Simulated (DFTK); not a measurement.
# Ti (P6_3/mmc) in DFTK: further runs

One crystal, Ti, is run at these levels: PBE, PBEsol; tasks: single point, equation of state.

Everything below comes from runs of DFTK 0.8.2. Logs are shortened: lines on timing, memory, paths and dates and some standing lists are left out, and cuts for length are marked.

### 1 The crystal as given

The structure is hexagonal, space group P6_3/mmc (No. 194). The conventional cell has a = 2.950 Å, b = 2.950 Å, c = 4.680 Å, α = 90.00°, β = 90.00°, γ = 120.00°. Ti (site symmetry -6m2) is surrounded by 12 Ti at 2.89 to 2.95 Å.

### 2 Single point, PBE

run.jl

```julia
using DFTK
using PseudoPotentialData
using Unitful, UnitfulAtomic
using LinearAlgebra, Printf
include("save.jl")
disable_threading()

# lattice vectors are the columns
lattice = austrip(1u"Å") * [          2.95         -1.475            0.0;
                      0.0   2.5547749412            0.0;
                      0.0            0.0           4.68]
symbols   = [:Ti, :Ti]
positions = [[0.6666666667, 0.3333333333, 0.75],
             [0.3333333333, 0.6666666667, 0.25]]
pseudopotentials = PseudoFamily("dojo.nc.sr.pbe.v0_4_1.standard.upf")
elements = Dict(s => ElementPsp(s, pseudopotentials) for s in unique(symbols))
atoms    = [elements[s] for s in symbols]

build_model(lattice, positions; symmetries=true) =
    model_DFT(lattice, atoms, positions;
              functionals=PBE(),
              temperature=austrip(0.05u"eV"),
              smearing=Smearing.FermiDirac(),
              symmetries)
Ecut  = 42.0  # hartree
kgrid = [10, 10, 6]
tol   = 1e-6
to_GPa = ustrip(uconvert(u"GPa", 1u"hartree/bohr^3"))

model = build_model(lattice, positions)
basis = PlaneWaveBasis(model; Ecut, kgrid)
display(basis)
scfres = self_consistent_field(basis;
                               tol,
                               nbandsalg=AdaptiveBands(model; n_bands_converge=17))
display(scfres.energies)
@printf "Fermi level: %.6f eV\n" ustrip(auconvert(u"eV", something(scfres.εF, NaN)))
forces = compute_forces_cart(scfres)
println("Forces (eV/Å)")
for (s, f) in zip(symbols, forces)
    @printf "%-3s %12.6f %12.6f %12.6f\n" s ustrip.(auconvert.(u"eV/Å", f))...
end
stress = compute_stresses_cart(scfres)
println("Stress (GPa)")
display(round.(stress * to_GPa; digits=4))
println("Levels at the first k-point (eV): ", round.(ustrip.(auconvert.(u"eV", scfres.eigenvalues[1][1:scfres.n_bands_converge])); digits=4))
save_scf!(scfres; forces, stress)
```

Potentials or basis: dojo.nc.sr.pbe.v0_4_1.standard.upf (PBE).

Launch:

```bash
julia --threads=1 run.jl  # save.jl only writes the numbers to a file and isn't shown; printed stress counts tension as positive; times include loading and compiling
```

The program printed:

```text
PlaneWaveBasis discretization:

    Ecut                 : 42.0 Ha
    fft_size             : (36, 36, 54), 69984 total points
    kgrid                : MonkhorstPack([10, 10, 6])
    num.   red. kpoints  : 600
    num. irred. kpoints  : 56

    Discretized Model(gga_x_pbe+gga_c_pbe, 3D):
        lattice (in Bohr)    : [5.57469   , -2.78735  , 0         ]
                               [0         , 4.82782   , 0         ]
                               [0         , 0         , 8.84392   ]
        unit cell volume     : 238.02 Bohr³

        atoms                : Ti₂
        pseudopot. family    : PseudoFamily("dojo.nc.sr.pbe.v0_4_1.standard.upf")

        num. electrons       : 24
        spin polarization    : none
        temperature          : 0.0018375 Ha
        smearing             : DFTK.Smearing.FermiDirac()

        terms                : Kinetic()
                               AtomicLocal()
                               AtomicNonlocal()
                               Ewald(nothing)
                               PspCorrection()
                               Hartree()
                               Xc(gga_x_pbe, gga_c_pbe)
                               Entropy()
n     Energy            log10(ΔE)   log10(Δρ)   Diag   Δtime
---   ---------------   ---------   ---------   ----   ------
  1   -118.6663103340                   -0.70    5.4    11.8s
  2   -118.6876803322       -1.67       -0.86    1.8    5.56s
  3   -118.7101388797       -1.65       -1.45    3.3    8.23s
  4   -118.7104613097       -3.49       -1.64    1.0    4.86s
  5   -118.7109817511       -3.28       -2.39    2.0    5.62s
  6   -118.7109868969       -5.29       -2.85    2.0    6.62s
  7   -118.7109882826       -5.86       -3.22    2.6    6.70s
  8   -118.7109883897       -6.97       -4.03    2.1    6.32s
  9   -118.7109883957       -8.22       -4.20    3.8    8.33s
 10   -118.7109883991       -8.47       -4.64    1.9    5.60s
 11   -118.7109883999       -9.08       -5.44    2.8    7.02s
 12   -118.7109884000      -10.66       -5.66    2.8    6.68s
 13   -118.7109884000      -10.88       -6.34    2.5    6.25s
Energy breakdown (in Ha):
    Kinetic             46.9393821
    AtomicLocal         -92.2182661
    AtomicNonlocal      1.1731737
    Ewald               -84.5410390
    PspCorrection       2.9606897
    Hartree             24.4131448
    Xc                  -17.4373574
    Entropy             -0.0007162

    total               -118.710988399977
Fermi level: 9.804295 eV
Forces (eV/Å)
Ti     -0.000001    -0.000001     0.000000
Ti      0.000000    -0.000002     0.000000
Stress (GPa)
3×3 StaticArraysCore.SMatrix{3, 3, Float64, 9} with indices SOneTo(3)×SOneTo(3):
  1.2816   0.0      0.0
 -0.0      1.2816  -0.0
 -0.0     -0.0      1.6679
Levels at the first k-point (eV): [-47.044, -46.9152, -23.6336, -23.0184, -23.0184, -22.9592, -22.9226, -22.9226, 3.6567, 7.1625, 10.5137, 10.587, 10.587, 10.6861, 11.0736, 11.0736, 11.4262]
```

Wall time 2.5 min (1 thread of Intel Xeon Platinum 8488C (Sapphire Rapids), shared host); peak memory 1.9 GiB.

What came out:

```
Free energy            : -3230.2906 eV
Pressure               : -1.4 GPa
Band gap on the k mesh : none (metal or under the smearing width)
```

Stress tensor (GPa, compression positive):
```
-1.28  0.00  0.00
 0.00 -1.28  0.00
 0.00  0.00 -1.67
```

### 3 Single point, PBE (atoms moved at random, drawn with an rms of 0.05 Å)

run.jl: that of step 2 with these lines changed.

```diff
@@ -12,4 +12,4 @@
 symbols   = [:Ti, :Ti]
-positions = [[0.6666666667, 0.3333333333, 0.75],
-             [0.3333333333, 0.6666666667, 0.25]]
+positions = [[0.686162, 0.32688, 0.748487],
+             [0.337973, 0.672908, 0.24873]]
 pseudopotentials = PseudoFamily("dojo.nc.sr.pbe.v0_4_1.standard.upf")
```

Potentials or basis: dojo.nc.sr.pbe.v0_4_1.standard.upf (PBE).

Launch:

```bash
julia --threads=1 run.jl  # save.jl only writes the numbers to a file and isn't shown; printed stress counts tension as positive; times include loading and compiling
```

The program printed:

```text
PlaneWaveBasis discretization:

    Ecut                 : 42.0 Ha
    fft_size             : (36, 36, 54), 69984 total points
    kgrid                : MonkhorstPack([10, 10, 6])
    num.   red. kpoints  : 600
    num. irred. kpoints  : 600

    Discretized Model(gga_x_pbe+gga_c_pbe, 3D):
        lattice (in Bohr)    : [5.57469   , -2.78735  , 0         ]
                               [0         , 4.82782   , 0         ]
                               [0         , 0         , 8.84392   ]
        unit cell volume     : 238.02 Bohr³

        atoms                : Ti₂
        pseudopot. family    : PseudoFamily("dojo.nc.sr.pbe.v0_4_1.standard.upf")

        num. electrons       : 24
        spin polarization    : none
        temperature          : 0.0018375 Ha
        smearing             : DFTK.Smearing.FermiDirac()

        terms                : Kinetic()
                               AtomicLocal()
                               AtomicNonlocal()
                               Ewald(nothing)
                               PspCorrection()
                               Hartree()
                               Xc(gga_x_pbe, gga_c_pbe)
                               Entropy()
n     Energy            log10(ΔE)   log10(Δρ)   Diag   Δtime
---   ---------------   ---------   ---------   ----   ------
  1   -118.6658678504                   -0.70    5.2    93.0s
  2   -118.6882853989       -1.65       -0.86    1.9    52.8s
  3   -118.7100272424       -1.66       -1.45    3.3    80.6s
  4   -118.7103496662       -3.49       -1.66    1.0    43.8s
  5   -118.7108386507       -3.31       -2.39    2.0    55.1s
  6   -118.7108441463       -5.26       -2.86    2.1    53.0s
  7   -118.7108459758       -5.74       -3.24    2.9    61.4s
  8   -118.7108460705       -7.02       -4.03    2.0    53.9s
  9   -118.7108460773       -8.17       -4.18    3.5    77.6s
 10   -118.7108460809       -8.44       -4.58    1.8    51.3s
 11   -118.7108460756   +   -8.28       -5.68    2.7    61.2s
 12   -118.7108460756      -11.20       -5.75    3.4    76.1s
 13   -118.7108460756      -11.00       -6.28    2.1    55.7s
Energy breakdown (in Ha):
    Kinetic             46.9420335
    AtomicLocal         -92.2267365
    AtomicNonlocal      1.1719737
    Ewald               -84.5376891
    PspCorrection       2.9606897
    Hartree             24.4172678
    Xc                  -17.4376511
    Entropy             -0.0007342

    total               -118.710846075604
Fermi level: 9.802682 eV
Forces (eV/Å)
Ti     -0.095547     0.048918     0.003081
Ti      0.095546    -0.048918    -0.003094
Stress (GPa)
3×3 StaticArraysCore.SMatrix{3, 3, Float64, 9} with indices SOneTo(3)×SOneTo(3):
  1.6979  -0.7171   0.0015
 -0.7171   0.9588  -0.0008
  0.0015  -0.0008   1.6262
Levels at the first k-point (eV): [-47.0429, -46.9135, -23.6329, -23.0271, -23.0077, -22.9558, -22.9286, -22.9156, 3.6571, 7.1638, 10.5148, 10.5564, 10.6234, 10.6507, 11.0591, 11.1188, 11.3108]
```

It took 21 min on 1 thread of Intel Xeon Platinum 8488C (Sapphire Rapids), shared host; peak memory 7.5 GiB.

What came out:

| Item | Value |
| --- | --- |
| Free energy | -3230.2867 eV |
| Pressure | -1.4 GPa |
| Largest force | 0.107 eV/Å |
| Band gap on the k mesh | none (metal or under the smearing width) |

Forces on the atoms (eV/Å):
```
Ti  -0.096  0.049  0.003
Ti   0.096 -0.049 -0.003
```

### 4 Equation of state, PBEsol

run.jl

```julia
using DFTK
using PseudoPotentialData
using Unitful, UnitfulAtomic
using LinearAlgebra, Printf
include("save.jl")
disable_threading()

# lattice vectors are the columns
lattice = austrip(1u"Å") * [          2.95         -1.475            0.0;
                      0.0   2.5547749412            0.0;
                      0.0            0.0           4.68]
symbols   = [:Ti, :Ti]
positions = [[0.6666666667, 0.3333333333, 0.75],
             [0.3333333333, 0.6666666667, 0.25]]
pseudopotentials = PseudoFamily("dojo.nc.sr.pbesol.v0_4_1.standard.upf")
elements = Dict(s => ElementPsp(s, pseudopotentials) for s in unique(symbols))
atoms    = [elements[s] for s in symbols]

build_model(lattice, positions; symmetries=true) =
    model_DFT(lattice, atoms, positions;
              functionals=PBEsol(),
              temperature=austrip(0.05u"eV"),
              smearing=Smearing.FermiDirac(),
              symmetries)
Ecut  = 42.0  # hartree
kgrid = [10, 10, 6]
tol   = 1e-6
to_GPa = ustrip(uconvert(u"GPa", 1u"hartree/bohr^3"))

results["points"] = []
for scale in [0.94, 0.96, 0.98, 1.0, 1.02, 1.04, 1.06]
    println("\n=== scale = ", scale)
    model = build_model(cbrt(scale) * lattice, positions)
    basis = PlaneWaveBasis(model; Ecut, kgrid)
    t0 = time()
    scfres = self_consistent_field(basis;
                                   tol,
                                   nbandsalg=AdaptiveBands(model; n_bands_converge=17))
    seconds = time() - t0
    @printf "SCF: %d iterations, %.1f s\n" scfres.n_iter seconds
    forces = compute_forces_cart(scfres)
    stress = compute_stresses_cart(scfres)
    @printf "V = %.5f Å^3  F = %.8f Ha  max force = %.5f eV/Å  p = %.4f GPa\n" ustrip(auconvert(u"Å^3", model.unit_cell_volume)) scfres.energies.total ustrip(auconvert(u"eV/Å", maximum(norm, forces))) (-tr(stress) / 3 * to_GPa)
    push!(results["points"], save_scf!(scfres; forces, stress, d=Dict{String,Any}("seconds" => seconds, "n_matvec" => get(scfres, :n_matvec, 0))))
end

# third-order Birch-Murnaghan fit in x = V^(-2/3)
V = [0.94, 0.96, 0.98, 1.0, 1.02, 1.04, 1.06] * abs(det(lattice))
E = [p["total"] for p in results["points"]]
x = V .^ (-2 / 3)
c = [x .^ 0 x x .^ 2 x .^ 3] \ E
Δ = c[3]^2 - 3c[2] * c[4]
if Δ > 0
    x0 = (-c[3] + sqrt(Δ)) / 3c[4]
    B0 = 4 / 9 * x0^(7 / 2) * (2c[3] + 6c[4] * x0)
    @printf "V0 = %.4f Å^3  B0 = %.2f GPa\n" ustrip(auconvert(u"Å^3", x0^(-3 / 2))) B0 * to_GPa
end
```

Potentials or basis: dojo.nc.sr.pbesol.v0_4_1.standard.upf (PBEsol).

Launch:

```bash
julia --threads=1 run.jl  # save.jl only writes the numbers to a file and isn't shown; printed stress counts tension as positive; times include loading and compiling
```

Wall time 10 min (1 thread of AMD EPYC 9R45 (Zen 5), shared host); peak memory 2.1 GiB.

It converged, with:

```
Equilibrium volume                        : 16.74 Å³/atom
Bulk modulus at fixed shape and positions : 118 GPa
Pressure derivative of the bulk modulus   : 3.5
```

Energy against volume, from the lowest point:
| volume (Å³/atom) | energy (meV/atom) |
| --- | --- |
| 16.577 | 0.00 |
| 16.930 | 0.20 |
| 17.283 | 5.62 |
| 17.636 | 15.80 |
| 17.988 | 30.30 |
| 18.341 | 48.76 |
| 18.694 | 70.80 |

Caveat: the cell was scaled at fixed shape and fractional positions, which overstates the stiffness of a crystal with free parameters, most of all of layers and chains.

### 5 Single point, PBEsol, 16.58 Å³/atom (volume scaled by 0.94)

run.jl is that of step 4.

Launch:

```bash
julia --threads=1 run.jl  # one pass of the loop, scale = 0.94; save.jl only writes the numbers to a file and isn't shown; printed stress counts tension as positive; times include loading and compiling
```

Run time: 49 s. Hardware: 1 thread of AMD EPYC 9R45 (Zen 5), shared host.

Results (log left out):

```yaml
Free_energy: -3227.3192 eV
Pressure: 1.2 GPa
Band_gap_on_the_k_mesh: none (metal or under the smearing width)
```

### 6 Single point, PBEsol, 16.93 Å³/atom (volume scaled by 0.96)

run.jl is that of step 5.

Potentials or basis: dojo.nc.sr.pbesol.v0_4_1.standard.upf (PBEsol).

Launch:

```bash
julia --threads=1 run.jl  # one pass of the loop, scale = 0.96; save.jl only writes the numbers to a file and isn't shown; printed stress counts tension as positive; times include loading and compiling
```

Run time: 53 s. Hardware: 1 thread of AMD EPYC 9R45 (Zen 5), shared host.

The run converged. Its results:

- Free energy: -3227.3188 eV
- Pressure: -1.3 GPa
- Band gap on the k mesh: none (metal or under the smearing width)

### 7 Single point, PBEsol, 17.28 Å³/atom (volume scaled by 0.98)

run.jl is that of step 6.

Launch:

```bash
julia --threads=1 run.jl  # one pass of the loop, scale = 0.98; save.jl only writes the numbers to a file and isn't shown; printed stress counts tension as positive; times include loading and compiling
```

It took 54 s on 1 thread of AMD EPYC 9R45 (Zen 5), shared host.

The run converged. Its results:

| Item | Value |
| --- | --- |
| Free energy | -3227.3080 eV |
| Pressure | -3.6 GPa |
| Band gap on the k mesh | none (metal or under the smearing width) |

### 8 Single point, PBEsol, 17.64 Å³/atom

run.jl is that of step 7.

Launch:

```bash
julia --threads=1 run.jl  # one pass of the loop, scale = 1.0; save.jl only writes the numbers to a file and isn't shown; printed stress counts tension as positive; times include loading and compiling
```

Wall time 56 s (1 thread of AMD EPYC 9R45 (Zen 5), shared host).

The run converged. Its results:

```
Free energy            : -3227.2876 eV
Pressure               : -5.7 GPa
Band gap on the k mesh : none (metal or under the smearing width)
```

### 9 Single point, PBEsol, 17.99 Å³/atom (volume scaled by 1.02)

run.jl is that of step 8.

Potentials or basis: dojo.nc.sr.pbesol.v0_4_1.standard.upf (PBEsol).

Launch:

```bash
julia --threads=1 run.jl  # one pass of the loop, scale = 1.02; save.jl only writes the numbers to a file and isn't shown; printed stress counts tension as positive; times include loading and compiling
```

Run time: 58 s. Hardware: 1 thread of AMD EPYC 9R45 (Zen 5), shared host.

Results (log left out):

```
Free energy            : -3227.2586 eV
Pressure               : -7.5 GPa
Band gap on the k mesh : none (metal or under the smearing width)
```

### 10 Single point, PBEsol, 18.34 Å³/atom (volume scaled by 1.04)

run.jl is that of step 9.

Launch:

```bash
julia --threads=1 run.jl  # one pass of the loop, scale = 1.04; save.jl only writes the numbers to a file and isn't shown; printed stress counts tension as positive; times include loading and compiling
```

Wall time 63 s (1 thread of AMD EPYC 9R45 (Zen 5), shared host).

The run converged. Its results:

```
Free energy            : -3227.2217 eV
Pressure               : -9.2 GPa
Band gap on the k mesh : none (metal or under the smearing width)
```

### 11 Single point, PBEsol, 18.69 Å³/atom (volume scaled by 1.06)

run.jl is that of step 10.

Launch:

```bash
julia --threads=1 run.jl  # one pass of the loop, scale = 1.06; save.jl only writes the numbers to a file and isn't shown; printed stress counts tension as positive; times include loading and compiling
```

Run time: 63 s. Hardware: 1 thread of AMD EPYC 9R45 (Zen 5), shared host.

The run converged. Its results:

| Quantity | Value |
| --- | --- |
| Free energy | -3227.1776 eV |
| Pressure | -10.8 GPa |
| Band gap on the k mesh | none (metal or under the smearing width) |

### 12 Summary

| task | level | potentials or basis | cell | gap on the mesh (eV) | pressure (GPa) |
| --- | --- | --- | --- | --- | --- |
| single point | PBE | dojo.nc.sr.pbe.v0_4_1.standard.upf (PBE) | as given | none | -1.4 |
| single point | PBE | dojo.nc.sr.pbe.v0_4_1.standard.upf (PBE) | atoms moved at random, drawn with an rms of 0.05 Å | none | -1.4 |
| equation of state | PBEsol | dojo.nc.sr.pbesol.v0_4_1.standard.upf (PBEsol) | as given | - | - |

Alike in all rows: no spin polarisation; k mesh 10 × 10 × 6; cutoff (eV) 1143; smearing fermi-dirac 0.05 eV.

Caveats: the cell was scaled at fixed shape and fractional positions, which overstates the stiffness of a crystal with free parameters, most of all of layers and chains (some runs).

Absolute energies hang on the potentials; compare differences alone.
